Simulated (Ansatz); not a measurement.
**ZrN: a line through an energy map**

One line of a two-coordinate grid on ZrN (Fm-3m, No. 225; 2 atoms in the cell): volume per atom is varied, at total spin moment of the cell, held fixed = 0.625 μB.

Program: Ansatz 0.2.0. Level of theory: DFT LDA, scalar-relativistic, plane waves, PAW. These are calculated values, not measurements.

30 further runs of the same task are left out: 30 set aside as unsound or not needed. Runs told in other sessions of the task aren't counted.

### Step 1. Starting point

It takes space group Fm-3m (No. 225, cubic). Conventional cell: a = 4.525 Å, b = 4.525 Å, c = 4.525 Å, α = 90.00°, β = 90.00°, γ = 90.00°. Zr (site symmetry m-3m) has 6 N at 2.26 Å in its first shell of neighbours. Around N (site symmetry m-3m) lie 6 Zr at 2.26 Å.

Coordinates:

```xyz
2
Lattice="0.0000 2.2626 2.2626 2.2626 0.0000 2.2626 2.2626 2.2626 0.0000" Properties=species:S:1:pos:R:3 pbc="T T T"
Zr    0.0000    0.0000    0.0000
N     2.2626    2.2626    2.2626
```

It is the result of an earlier relaxation at this level (volume 11.58 Å³/atom; gap on the mesh: none (metal)).

### Step 2. Plan of the line

The energy is mapped over volume and a fixed ferromagnetic moment.

- volume per atom: 7 values from 10.19 to 12.97 Å³
- total spin moment of the cell, held fixed: 9 values from 0.000 to 1.000 μB

Nothing else is relaxed (shape and fractional coordinates fixed). Points are written as (first, second).

### Step 3. The run at (10.19 Å³, 0.625 μB)

Contents of input.yaml:

```yaml
crystal:
  lattice:
    - [0.0, 2.1682066632, 2.1682066632]
    - [2.1682066632, 0.0, 2.1682066632]
    - [2.1682066632, 2.1682066632, 0.0]
  atoms:
    - { symbol: Zr, position: [0.0, 0.0, 0.0], spin: 0.625 }
    - { symbol: "N", position: [0.5, 0.5, 0.5] }
basis:
  ecutwfc: 520.0
kpoints:
  mp_grid: { grid: [18, 18, 18] }
hamiltonian:
  xc: lda
  pseudopotentials: { kind: paw, azcp: { folder: soft_1 } }
scf:
  occupations: { method: gaussian, width: 0.15 }
  lower_state_search: "off"
output:
  forces: true
  stress: true
  eigenvalues: true
  populations: true
magnetization:
  spin_polarized: true
  initial_magnetization: 0.625
  spin_locking: { lock_magnetization: hard }
```

Started as:

```sh
> ansatz run input.yaml --threads 2 --pin off --max-ram 4096MiB --backend cpu --events-out ev --progress --plain --runs-dir out
```

What it wrote (excerpt; [...] marks lines left out):

```text
Warning: <dir> the record states the generating functional pbe (its physics header spells it `PBE`), which answers neither for hamiltonian.xc's functional nor for the lda family's — results may be inconsistent (PPs are generated against a specific XC)
[...]
Warning: output.stress: scf.convergence.dr2_threshold = 1e-7 eV (the SCF's general default) is looser than the 2e-10 eV advised for a printed stress (1e-10 eV for each atom of the cell: 2). What an SCF threshold leaves in a stress goes as its square root, and in the free energy as the [...]
Warning: RAYON_NUM_THREADS=2 ignored (pool sized by the plan → 2); use --threads N
[...]
Pseudopotentials: kind: paw
Pseudopotential: Zr, paw, valence charge 12, recommended cutoff 420 eV (normal), <dir>
Pseudopotential: N, paw, valence charge 5, recommended cutoff 420 eV (normal), <dir>
Functional definition: SPW92
[...]
Crystal: 2 atoms, lattice volume = 20.386 Å³
Basis set: ecut = 520 eV, 537 PW (Γ)
Bands: 13, of which v1, the nominal top of the filled ones, is band 9 counted from 1 (8 counted from 0)
Symmetry: 48 space group operations
Space group: Fm-3m (ITA 225), of the structure as read, at distance tolerance 2.7e-5 Å
Magnetic group: BNS 225.116 (UNI 1618), of the structure as read, at distance tolerance 2.7e-5 Å
k-points: 195 of 5832
[...]
Starting moments: Σ|m| = 0.625 μB on 1 of 2 sites
[...]
SCF iter   1: F=—  HF=-4454.852497 eV  |F-HF|=—  |Δ(HF+E_count)|=         —  Δρ=3.73e-2 (↑3.73e-2 ↓3.41e-2)  dr2=8.75e-1  dr2_m=6.70e-2  M=0.625 μB ∫|m|=0.625 μB  β_m=0.30  ethr=3.10e-3  ⟨swp⟩=5.0  Hψ=25000  notcnv=0
[...]
SCF iter   8: F=-4454.682196 eV  HF=-4454.682196 eV  |F-HF|=1.03e-10  |Δ(HF+E_count)|=   6.42e-9  Δρ=9.87e-7 (↑6.37e-7 ↓9.87e-7)  dr2=1.90e-10  dr2_m=6.60e-11  M=0.625 μB ∫|m|=0.625 μB  ethr=1.64e-10  ⟨swp⟩=2.0  Hψ=15728  notcnv=0
[...]
SCF converged after 8 iterations
Stability checked in part: among states of this total moment the steps that led to this state did not find it unstable. No probe was made; neither looks for a lower state of another moment (fixed_total_moment; see scf.lower_state_search)
Magnetization: 0.6250 μB (8.8125 up, 8.1875 down)
Absolute magnetization: 0.6251 μB (∫|ρ↑−ρ↓|, with the PAW one-centre terms)
Spin contamination: 0.0001 ħ² per cell (⟨S²⟩ above its minimum at these occupations)
Per-site moments (μB) at R_I (Å): [(0.1901788129438993, 0.8943852485699999), (0.12792137686053073, 0.8943852485699999)]
Free energy (F): -4454.682196 eV
[...]
E sigma→0 (E₀):  -4454.679630 eV
Entropy (-TS):   -0.005132 eV (-2.566 meV/atom)
Fermi energy:    20.480618 (↑ 21.517481, ↓ 19.443755) eV
[...]
--- Forces (eV/Å), atoms counted from 1 ---
  atom   1  Zr    -0.00000000     0.00000000    -0.00000000
  atom   2  N      0.00000000    -0.00000000    -0.00000000
[...]
--- Stress (GPa, compression-positive) ---
       50.433071       0.000000      -0.000000
        0.000000      50.433071       0.000000
       -0.000000      -0.000000      50.433071
  P = ⅓ Tr σ = 50.4331 GPa (504.331 kbar)
--- Band table (eV; the first three rows and the last of 390) ---
  k-point 0 ↑: bands = ["-28.4294", "-5.8730", "-5.8730", "-5.8730", "3.8180", "17.6858", "17.6858", "17.6858", "19.9652", "19.9652", "19.9652", "22.5106", "22.5106"]
[...]
--- Löwdin populations: 2 sites ---
  site symbol       q [e]    m [muB]
     0     Zr     11.3337     0.4759
     1      N      5.6060     0.1322
  spilling = 0.003548 (of n_electrons = 17.000000)
```

It took 10 s on 2 threads of Arm Neoverse N1, shared host; peak memory 0.37 GiB.

### Step 4. Grid point (10.66 Å³, 0.625 μB)

input.yaml: that of step 3 with these lines changed.

```diff
@@ -2,5 +2,5 @@
   lattice:
-    - [0.0, 2.1682066632, 2.1682066632]
-    - [2.1682066632, 0.0, 2.1682066632]
-    - [2.1682066632, 2.1682066632, 0.0]
+    - [0.0, 2.2005508263, 2.2005508263]
+    - [2.2005508263, 0.0, 2.2005508263]
+    - [2.2005508263, 2.2005508263, 0.0]
   atoms:
```

Started as:

```sh
> ansatz run input.yaml --threads 2 --pin off --max-ram 4096MiB --backend cpu --events-out ev --progress --plain --runs-dir out
```

What it wrote (excerpt; [...] marks lines left out):

```text
Warning: <dir> the record states the generating functional pbe (its physics header spells it `PBE`), which answers neither for hamiltonian.xc's functional nor for the lda family's — results may be inconsistent (PPs are generated against a specific XC)
[...]
Warning: output.stress: scf.convergence.dr2_threshold = 1e-7 eV (the SCF's general default) is looser than the 2e-10 eV advised for a printed stress (1e-10 eV for each atom of the cell: 2). What an SCF threshold leaves in a stress goes as its square root, and in the free energy as the [...]
Warning: RAYON_NUM_THREADS=2 ignored (pool sized by the plan → 2); use --threads N
[...]
Pseudopotentials: kind: paw
Pseudopotential: Zr, paw, valence charge 12, recommended cutoff 420 eV (normal), <dir>
Pseudopotential: N, paw, valence charge 5, recommended cutoff 420 eV (normal), <dir>
Functional definition: SPW92
[...]
Crystal: 2 atoms, lattice volume = 21.312 Å³
Basis set: ecut = 520 eV, 537 PW (Γ)
Bands: 13, of which v1, the nominal top of the filled ones, is band 9 counted from 1 (8 counted from 0)
Symmetry: 48 space group operations
[...]
Magnetization: 0.6250 μB (8.8125 up, 8.1875 down)
Absolute magnetization: 0.6251 μB (∫|ρ↑−ρ↓|, with the PAW one-centre terms)
Spin contamination: 0.0001 ħ² per cell (⟨S²⟩ above its minimum at these occupations)
Per-site moments (μB) at R_I (Å): [(0.1982360906684177, 0.90772721584875), (0.12229719224488558, 0.90772721584875)]
Free energy (F): -4454.915523 eV
[...]
E sigma→0 (E₀):  -4454.912806 eV
Entropy (-TS):   -0.005434 eV (-2.717 meV/atom)
Fermi energy:    19.559041 (↑ 20.545605, ↓ 18.572477) eV
[...]
--- Forces (eV/Å), atoms counted from 1 ---
  atom   1  Zr    -0.00000000     0.00000000     0.00000000
  atom   2  N      0.00000000    -0.00000000     0.00000000
[...]
--- Stress (GPa, compression-positive) ---
       30.997340       0.000000      -0.000000
        0.000000      30.997340       0.000000
        0.000000       0.000000      30.997340
  P = ⅓ Tr σ = 30.9973 GPa (309.973 kbar)
--- Band table (eV; the first three rows and the last of 390) ---
  k-point 0 ↑: bands = ["-29.4466", "-6.9743", "-6.9743", "-6.9743", "3.0538", "16.8206", "16.8206", "16.8206", "19.0703", "19.0703", "19.0703", "21.4759", "21.4759"]
[...]
--- Löwdin populations: 2 sites ---
  site symbol       q [e]    m [muB]
     0     Zr     11.3074     0.4836
     1      N      5.6315     0.1254
  spilling = 0.003596 (of n_electrons = 17.000000)
```

Wall time 10 s (2 threads of Arm Neoverse N1, shared host); peak memory 0.38 GiB.

### Step 5. Point (11.12 Å³, 0.625 μB)

input.yaml: that of step 4 with these lines changed.

```diff
@@ -2,5 +2,5 @@
   lattice:
-    - [0.0, 2.2005508263, 2.2005508263]
-    - [2.2005508263, 0.0, 2.2005508263]
-    - [2.2005508263, 2.2005508263, 0.0]
+    - [0.0, 2.2320380598, 2.2320380598]
+    - [2.2320380598, 0.0, 2.2320380598]
+    - [2.2320380598, 2.2320380598, 0.0]
   atoms:
```

Started as:

```sh
> ansatz run input.yaml --threads 2 --pin off --max-ram 4096MiB --backend cpu --events-out ev --progress --plain --runs-dir out
```

What it wrote (excerpt; [...] marks lines left out):

```text
[...]
SCF converged after 8 iterations
Stability checked in part: among states of this total moment the steps that led to this state did not find it unstable. No probe was made; neither looks for a lower state of another moment (fixed_total_moment; see scf.lower_state_search)
Magnetization: 0.6250 μB (8.8125 up, 8.1875 down)
Absolute magnetization: 0.6251 μB (∫|ρ↑−ρ↓|, with the PAW one-centre terms)
Spin contamination: 0.0001 ħ² per cell (⟨S²⟩ above its minimum at these occupations)
Per-site moments (μB) at R_I (Å): [(0.2061525920647992, 0.9207156996675), (0.11708044107753136, 0.9207156996675)]
Free energy (F): -4455.047822 eV
[...]
E sigma→0 (E₀):  -4455.044952 eV
Entropy (-TS):   -0.005739 eV (-2.869 meV/atom)
Fermi energy:    18.702796 (↑ 19.641206, ↓ 17.764385) eV
[...]
--- Forces (eV/Å), atoms counted from 1 ---
  atom   1  Zr    -0.00000000     0.00000000     0.00000000
  atom   2  N      0.00000000    -0.00000000    -0.00000000
[...]
--- Stress (GPa, compression-positive) ---
       15.239511      -0.000000       0.000000
        0.000000      15.239511      -0.000000
        0.000000      -0.000000      15.239511
  P = ⅓ Tr σ = 15.2395 GPa (152.395 kbar)
--- Band table (eV; the first three rows and the last of 390) ---
  k-point 0 ↑: bands = ["-30.4037", "-7.9989", "-7.9989", "-7.9989", "2.3629", "16.0217", "16.0217", "16.0217", "18.2370", "18.2370", "18.2370", "20.5142", "20.5142"]
[...]
--- Löwdin populations: 2 sites ---
  site symbol       q [e]    m [muB]
     0     Zr     11.2829     0.4907
     1      N      5.6549     0.1192
  spilling = 0.003656 (of n_electrons = 17.000000)
```

It took 11 s on 2 threads of Arm Neoverse N1, shared host; peak memory 0.38 GiB.

### Step 6. Point (11.58 Å³, 0.625 μB)

input.yaml: that of step 5 with these lines changed.

```diff
@@ -2,5 +2,5 @@
   lattice:
-    - [0.0, 2.2320380598, 2.2320380598]
-    - [2.2320380598, 0.0, 2.2320380598]
-    - [2.2320380598, 2.2320380598, 0.0]
+    - [0.0, 2.262598448, 2.262598448]
+    - [2.262598448, 0.0, 2.262598448]
+    - [2.262598448, 2.262598448, 0.0]
   atoms:
```

Started as:

```sh
> ansatz run input.yaml --threads 2 --pin off --max-ram 4096MiB --backend cpu --events-out ev --progress --plain --runs-dir out
```

What it wrote (excerpt; [...] marks lines left out):

```text
Warning: <dir> the record states the generating functional pbe (its physics header spells it `PBE`), which answers neither for hamiltonian.xc's functional nor for the lda family's — results may be inconsistent (PPs are generated against a specific XC)
[...]
Warning: output.stress: scf.convergence.dr2_threshold = 1e-7 eV (the SCF's general default) is looser than the 2e-10 eV advised for a printed stress (1e-10 eV for each atom of the cell: 2). What an SCF threshold leaves in a stress goes as its square root, and in the free energy as the [...]
Warning: RAYON_NUM_THREADS=2 ignored (pool sized by the plan → 2); use --threads N
[...]
Pseudopotentials: kind: paw
Pseudopotential: Zr, paw, valence charge 12, recommended cutoff 420 eV (normal), <dir>
Pseudopotential: N, paw, valence charge 5, recommended cutoff 420 eV (normal), <dir>
Functional definition: SPW92
[...]
Crystal: 2 atoms, lattice volume = 23.166 Å³
Basis set: ecut = 520 eV, 609 PW (Γ)
Bands: 13, of which v1, the nominal top of the filled ones, is band 9 counted from 1 (8 counted from 0)
Symmetry: 48 space group operations
[...]
Magnetization: 0.6250 μB (8.8125 up, 8.1875 down)
Absolute magnetization: 0.6251 μB (∫|ρ↑−ρ↓|, with the PAW one-centre terms)
Spin contamination: 0.0001 ħ² per cell (⟨S²⟩ above its minimum at these occupations)
Per-site moments (μB) at R_I (Å): [(0.21391130772990835, 0.9333218598), (0.11220626882980392, 0.9333218598)]
Free energy (F): -4455.097797 eV
[...]
E sigma→0 (E₀):  -4455.094769 eV
Entropy (-TS):   -0.006055 eV (-3.028 meV/atom)
Fermi energy:    17.908140 (↑ 18.800592, ↓ 17.015688) eV
[...]
--- Forces (eV/Å), atoms counted from 1 ---
  atom   1  Zr    -0.00000000     0.00000000     0.00000000
  atom   2  N      0.00000000    -0.00000000     0.00000000
[...]
--- Stress (GPa, compression-positive) ---
        2.497411       0.000000       0.000000
       -0.000000       2.497411      -0.000000
       -0.000000      -0.000000       2.497411
  P = ⅓ Tr σ = 2.4974 GPa (24.974 kbar)
--- Band table (eV; the first three rows and the last of 390) ---
  k-point 0 ↑: bands = ["-31.3015", "-8.9508", "-8.9508", "-8.9508", "1.7375", "15.2848", "15.2848", "15.2848", "17.4619", "17.4619", "17.4619", "19.6214", "19.6214"]
[...]
--- Löwdin populations: 2 sites ---
  site symbol       q [e]    m [muB]
     0     Zr     11.2602     0.4972
     1      N      5.6764     0.1134
  spilling = 0.003727 (of n_electrons = 17.000000)
```

Run time: 10 s. Hardware: 2 threads of Arm Neoverse N1, shared host; peak memory 0.38 GiB.

### Step 7. The run at (12.05 Å³, 0.625 μB)

input.yaml: that of step 6 with these lines changed.

```diff
@@ -2,5 +2,5 @@
   lattice:
-    - [0.0, 2.262598448, 2.262598448]
-    - [2.262598448, 0.0, 2.262598448]
-    - [2.262598448, 2.262598448, 0.0]
+    - [0.0, 2.2923501359, 2.2923501359]
+    - [2.2923501359, 0.0, 2.2923501359]
+    - [2.2923501359, 2.2923501359, 0.0]
   atoms:
```

Started as:

```sh
> ansatz run input.yaml --threads 2 --pin off --max-ram 4096MiB --backend cpu --events-out ev --progress --plain --runs-dir out
```

What it wrote (excerpt; [...] marks lines left out):

```text
Warning: <dir> the record states the generating functional pbe (its physics header spells it `PBE`), which answers neither for hamiltonian.xc's functional nor for the lda family's — results may be inconsistent (PPs are generated against a specific XC)
[...]
Warning: output.stress: scf.convergence.dr2_threshold = 1e-7 eV (the SCF's general default) is looser than the 2e-10 eV advised for a printed stress (1e-10 eV for each atom of the cell: 2). What an SCF threshold leaves in a stress goes as its square root, and in the free energy as the [...]
Warning: RAYON_NUM_THREADS=2 ignored (pool sized by the plan → 2); use --threads N
[...]
Pseudopotentials: kind: paw
Pseudopotential: Zr, paw, valence charge 12, recommended cutoff 420 eV (normal), <dir>
Pseudopotential: N, paw, valence charge 5, recommended cutoff 420 eV (normal), <dir>
Functional definition: SPW92
[...]
Crystal: 2 atoms, lattice volume = 24.092 Å³
Basis set: ecut = 520 eV, 645 PW (Γ)
Bands: 13, of which v1, the nominal top of the filled ones, is band 9 counted from 1 (8 counted from 0)
Symmetry: 48 space group operations
[...]
Magnetization: 0.6250 μB (8.8125 up, 8.1875 down)
Absolute magnetization: 0.6251 μB (∫|ρ↑−ρ↓|, with the PAW one-centre terms)
Spin contamination: 0.0002 ħ² per cell (⟨S²⟩ above its minimum at these occupations)
Per-site moments (μB) at R_I (Å): [(0.2215415776258221, 0.94559443105875), (0.10759312039200603, 0.94559443105875)]
Free energy (F): -4455.081331 eV
[...]
E sigma→0 (E₀):  -4455.078138 eV
Entropy (-TS):   -0.006387 eV (-3.193 meV/atom)
Fermi energy:    17.166979 (↑ 18.015512, ↓ 16.318446) eV
[...]
--- Forces (eV/Å), atoms counted from 1 ---
  atom   1  Zr    -0.00000000     0.00000000     0.00000000
  atom   2  N      0.00000000    -0.00000000    -0.00000000
[...]
--- Stress (GPa, compression-positive) ---
       -7.835237      -0.000000       0.000000
        0.000000      -7.835237      -0.000000
       -0.000000       0.000000      -7.835237
  P = ⅓ Tr σ = -7.8352 GPa (-78.352 kbar)
--- Band table (eV; the first three rows and the last of 390) ---
  k-point 0 ↑: bands = ["-32.1463", "-9.8392", "-9.8392", "-9.8392", "1.1671", "14.6017", "14.6017", "14.6017", "16.7374", "16.7374", "16.7374", "18.7886", "18.7886"]
[...]
--- Löwdin populations: 2 sites ---
  site symbol       q [e]    m [muB]
     0     Zr     11.2390     0.5033
     1      N      5.6963     0.1080
  spilling = 0.003808 (of n_electrons = 17.000000)
```

Run time: 11 s. Hardware: 2 threads of Arm Neoverse N1, shared host; peak memory 0.39 GiB.

### Step 8. The run at (12.51 Å³, 0.625 μB)

input.yaml: that of step 7 with these lines changed.

```diff
@@ -2,5 +2,5 @@
   lattice:
-    - [0.0, 2.2923501359, 2.2923501359]
-    - [2.2923501359, 0.0, 2.2923501359]
-    - [2.2923501359, 2.2923501359, 0.0]
+    - [0.0, 2.3214131304, 2.3214131304]
+    - [2.3214131304, 0.0, 2.3214131304]
+    - [2.3214131304, 2.3214131304, 0.0]
   atoms:
```

Started as:

```sh
> ansatz run input.yaml --threads 2 --pin off --max-ram 4096MiB --backend cpu --events-out ev --progress --plain --runs-dir out
```

What it wrote (excerpt; [...] marks lines left out):

```text
[...]
SCF converged after 9 iterations
Stability checked in part: among states of this total moment the steps that led to this state did not find it unstable. No probe was made; neither looks for a lower state of another moment (fixed_total_moment; see scf.lower_state_search)
Magnetization: 0.6250 μB (8.8125 up, 8.1875 down)
Absolute magnetization: 0.6250 μB (∫|ρ↑−ρ↓|, with the PAW one-centre terms)
Spin contamination: 0.0002 ħ² per cell (⟨S²⟩ above its minimum at these occupations)
Per-site moments (μB) at R_I (Å): [(0.2290721171314248, 0.95758291629), (0.10318187901701073, 0.95758291629)]
Free energy (F): -4455.010784 eV
[...]
E sigma→0 (E₀):  -4455.007417 eV
Entropy (-TS):   -0.006734 eV (-3.367 meV/atom)
Fermi energy:    16.472166 (↑ 17.278687, ↓ 15.665645) eV
[...]
--- Forces (eV/Å), atoms counted from 1 ---
  atom   1  Zr    -0.00000000     0.00000000    -0.00000000
  atom   2  N      0.00000000     0.00000000     0.00000000
[...]
--- Stress (GPa, compression-positive) ---
      -16.229518       0.000000      -0.000000
        0.000000     -16.229518       0.000000
       -0.000000      -0.000000     -16.229518
  P = ⅓ Tr σ = -16.2295 GPa (-162.295 kbar)
--- Band table (eV; the first three rows and the last of 390) ---
  k-point 0 ↑: bands = ["-32.9440", "-10.6723", "-10.6723", "-10.6723", "0.6432", "13.9650", "13.9650", "13.9650", "16.0570", "16.0570", "16.0570", "18.0078", "18.0078"]
[...]
--- Löwdin populations: 2 sites ---
  site symbol       q [e]    m [muB]
     0     Zr     11.2192     0.5091
     1      N      5.7146     0.1030
  spilling = 0.003896 (of n_electrons = 17.000000)
```

Wall time 12 s (2 threads of Arm Neoverse N1, shared host); peak memory 0.4 GiB.

### Step 9. The run at (12.97 Å³, 0.625 μB)

input.yaml: that of step 8 with these lines changed.

```diff
@@ -2,5 +2,5 @@
   lattice:
-    - [0.0, 2.3214131304, 2.3214131304]
-    - [2.3214131304, 0.0, 2.3214131304]
-    - [2.3214131304, 2.3214131304, 0.0]
+    - [0.0, 2.3497057124, 2.3497057124]
+    - [2.3497057124, 0.0, 2.3497057124]
+    - [2.3497057124, 2.3497057124, 0.0]
   atoms:
```

Started as:

```sh
> ansatz run input.yaml --threads 2 --pin off --max-ram 4096MiB --backend cpu --events-out ev --progress --plain --runs-dir out
```

What it wrote (excerpt; [...] marks lines left out):

```text
[...]
SCF converged after 9 iterations
Stability checked in part: among states of this total moment the steps that led to this state did not find it unstable. No probe was made; neither looks for a lower state of another moment (fixed_total_moment; see scf.lower_state_search)
Magnetization: 0.6250 μB (8.8125 up, 8.1875 down)
Absolute magnetization: 0.6250 μB (∫|ρ↑−ρ↓|, with the PAW one-centre terms)
Spin contamination: 0.0002 ħ² per cell (⟨S²⟩ above its minimum at these occupations)
Per-site moments (μB) at R_I (Å): [(0.23648141869277797, 0.969253606365), (0.09893984629806815, 0.969253606365)]
Free energy (F): -4454.896698 eV
[...]
E sigma→0 (E₀):  -4454.893152 eV
Entropy (-TS):   -0.007093 eV (-3.546 meV/atom)
Fermi energy:    15.821981 (↑ 16.588541, ↓ 15.055422) eV
[...]
--- Forces (eV/Å), atoms counted from 1 ---
  atom   1  Zr    -0.00000000    -0.00000000     0.00000000
  atom   2  N      0.00000000    -0.00000000     0.00000000
[...]
--- Stress (GPa, compression-positive) ---
      -23.008789      -0.000000       0.000000
        0.000000     -23.008789       0.000000
       -0.000000      -0.000000     -23.008789
  P = ⅓ Tr σ = -23.0088 GPa (-230.088 kbar)
--- Band table (eV; the first three rows and the last of 390) ---
  k-point 0 ↑: bands = ["-33.6950", "-11.4519", "-11.4519", "-11.4519", "0.1619", "13.3728", "13.3728", "13.3728", "15.4191", "15.4191", "15.4191", "17.2773", "17.2773"]
[...]
--- Löwdin populations: 2 sites ---
  site symbol       q [e]    m [muB]
     0     Zr     11.2008     0.5145
     1      N      5.7314     0.0982
  spilling = 0.003990 (of n_electrons = 17.000000)
```

Wall time 16 s (2 threads of Arm Neoverse N1, shared host); peak memory 0.4 GiB.

### Step 10. The line in numbers

```
volume per atom (Å³)  step  energy (meV/atom)  pressure (GPa)
               10.19     3                208              50
               10.66     4                 91              31
               11.12     5                 25              15
               11.58     6                  0               2
               12.05     7                  8              −8
               12.51     8                 44             −16
               12.97     9                101             −23
```

Energies count from the lowest point of the line.

**Reading.** The lowest point computed on the line is at 11.58 Å³. Three points round the minimum, joined by a parabola, put the minimum at 11.700 Å³, with a curvature of about 150 meV/atom per (Å³)². The highest point computed, at 10.19 Å³, lies 208 meV/atom above the lowest. This is one cut through a surface in two coordinates; the map's lowest point lies off it.
